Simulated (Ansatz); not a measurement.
**Rh: pressure against volume**

Rh, P6_3/mmc, a = 2.689 Å, c = 8.777 Å. This isn't the element's structure at ambient conditions. Ansatz: r2SCAN, PAW, 500 eV, Γ-centred 18×18×6 mesh on 4 atoms, Gaussian smearing 0.10 eV; no spin polarisation. Shape and atoms are relaxed at each volume; pressure is positive in compression.

```
V (Å³/atom) P (GPa)
     12.915        ?
     13.327     9.25
     13.739    -0.01
     14.152    -7.70
     14.564   -14.08
```

Q: Take V0 = 13.739 Å³/atom, count pressures from its P0 = -0.01 GPa, fit the third-order Birch–Murnaghan form to the other rows, and predict the missing pressure.

A: With the Eulerian strain f = ½[(V0/V)^(2/3) − 1] and y = (P − P0)/[3f(1 + 2f)^(5/2)], the form is the line y = B0 + 1.5 B0 (B0′ − 4) f. Rows (f, y): 0.01025, 286.2; -0.00978, 275.4; -0.01907, 271.0. Means f = -0.006200, y = 277.53; Σ(Δf)² = 0.0004491, ΣΔfΔy = 0.2343; the slope is their ratio. y = 280.8 + 521.7 f GPa, so B0 = 280.8 GPa and B0′ = 4 + 2 × (521.7)/(3 × 280.8) = 5.24. At V = 12.915, f = 0.02105, y = 291.78 and P = 20.42 GPa. The run gave 20.37 GPa, so the fit is 0.05 GPa too high, a small miss on the scale of the series. The form still works here, 33 % of the fitted range beyond its end.